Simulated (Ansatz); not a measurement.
## PbF2 (fluorite structure)

Computed with Ansatz (plane waves, PAW, 420 eV cutoff): PBE with spin–orbit coupling, two-component spinors, Γ-centred 8×8×8 mesh, 0.05 eV Gaussian smearing. The datasets are Ansatz's generated set soft_2.

```
Pb F
1.0
     0.00000    2.99897    2.99897
     2.99897    0.00000    2.99897
     2.99897    2.99897    0.00000
Pb F
1 2
Cartesian
  0.0000 0.0000 0.0000
  1.4995 1.4995 1.4995
  4.4985 4.4985 4.4985
```

The start was a prototype's sites filled with these elements; the Crystallography Open Database holds the compound in this structure.

The run above is the reference. The same cell was run again with other input settings; several of them aren't fit for production, so the rows show the settings' effect and aren't properties of the material.

| keys changed | outcome | ΔE (meV/atom) | P (GPa) | gap on the mesh (eV) | cell moment (μB) | largest force component (eV/Å) | SCF iterations | rough core-seconds | new warnings |
| --- | --- | --- | --- | --- | --- | --- | --- | --- | --- |
| none (reference) | converged | 0.0 | 0.0 | 4.04 | 0.00 (no moment typed) | 0.000 | – | – | – |
| basis.ecutwfc: 420 → "700 eV"; scf.algorithm: "density_mixing"; scf.occupations.width: 0.05 → 0.01 | converged | -3.9 | 0.0 | 4.04 | 0.00 (no moment typed) | 0.000 | 7 | 12 | – |
| accuracy: "low" | converged | 0.0 | 0.0 | 4.04 | 0.00 (no moment typed) | 0.000 | 7 | 7 | – |
| basis.ecutrho_ratio: 4 → 6; scf.occupations.width: 0.05 → null; scf.occupations.method: "gaussian" → "tetrahedron"; scf.lower_state_search: "light" | converged | 0.0 | 0.0 | 4.04 | 0.00 (no moment typed) | 0.000 | 7 | 7 | band table not solved further; tetrahedron derivatives may miss energy slope |

These changes also left energy (to 0.1 meV/atom), pressure, gap, moment and forces as in the reference: scf.convergence.dr2_threshold: 1e-09; scf.occupations.method: "gaussian" → "methfessel_paxton" | basis.xc_grid: 2 | kpoints.mp_grid.grid: [8, 8, 8] → [12, 12, 12]; scf.initial_density.chi_scale: 0.3 | scf.algorithm: "direct_min".

ΔE is the energy with the smearing extrapolated to zero. It is left out where the change alters the Hamiltonian or the spin treatment. The varied runs start from atomic densities (corrected by the program's trained start where that serves), with the default search for lower states unless a row changes it.

(1) What happens with these changes: hamiltonian.xc: "pbe" → "pbesol"?

Answer:

(1) outcome converged, P (GPa) -3.5, gap on the mesh (eV) 3.94, cell moment (μB) 0.00 (no moment typed), largest force component (eV/Å) 0.000, SCF iterations 7, rough core-seconds 7.

Changing scf.algorithm only steers the path to self-consistency, so the energy stays within 0.5 meV/atom.

Of the reference: Kohn–Sham gaps of semilocal functionals lie under measured ones, often by a third or more.
